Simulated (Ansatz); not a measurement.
The system is PbSe2.

```xyz
6
Lattice="-3.2386 3.2386 3.9022 3.2386 -3.2386 3.9022 3.2386 3.2386 -3.9022" Properties=species:S:1:pos:R:3 pbc="T T T"
Pb    0.0000    0.0000    5.8533
Pb    0.0000    0.0000    1.9511
Se    2.3978    0.8409    0.0000
Se    0.8409    2.3978    3.9022
Se    2.3978   -0.8409    3.9022
Se    0.8409    4.0795    0.0000
```

The cell comes from a database or a generator and needn't be the stable form of this composition.

| Quantity | Value |
| --- | --- |
| Program | Ansatz 0.2.0 |
| Task | relaxation of cell and atoms |
| Functional | PBEsol |
| Dispersion | D3(BJ) |
| Potentials or basis | Ansatz PAW |
| Cutoff | 420 eV (not typed: the program's choice for these potentials) |
| k mesh | 6 × 6 × 6 |
| Occupations | fermi-dirac, width 0.05 eV |
| Spin | no spin polarisation |

At the start: volume 27.29 Å³/atom.

Problem. Where does the relaxation end?

Solution. It ends after 5 steps and the volume is 25.12 Å³/atom (-8.0 %); space group I4/mcm (No. 140, to 0.05 Å).

Step by step:
```
step  energy change (eV)  largest force (eV/Å)  volume (Å³)
   1              0.0000                0.1791       163.72
   2             -0.0892                0.0503       142.74
   3             -0.1834                0.0142       152.05
   4             -0.1859                0.0008       150.69
   5             -0.1846                0.0009       150.69
```

Final structure:
```
CELL_PARAMETERS angstrom
-3.15433 3.15433 3.78626
3.15433 -3.15433 3.78626
3.15433 3.15433 -3.78626
ATOMIC_POSITIONS crystal
Pb 0.75000 0.75000 0.00000
Pb 0.25000 0.25000 0.00000
Se 0.13327 0.36673 0.50000
Se 0.86673 0.63327 0.50000
Se 0.36673 0.86673 0.23346
Se 0.63327 0.13327 0.76654
```

Caveat: the plane-wave basis is chosen anew once the cell has moved, so the energies of steps on either side of that aren't comparable; pairwise dispersion overbinds metals, which lowers pressure and volume; the PAW data sets come from PBE, with cores solved anew for the run's functional, which leaves a small shift of forces and pressure.
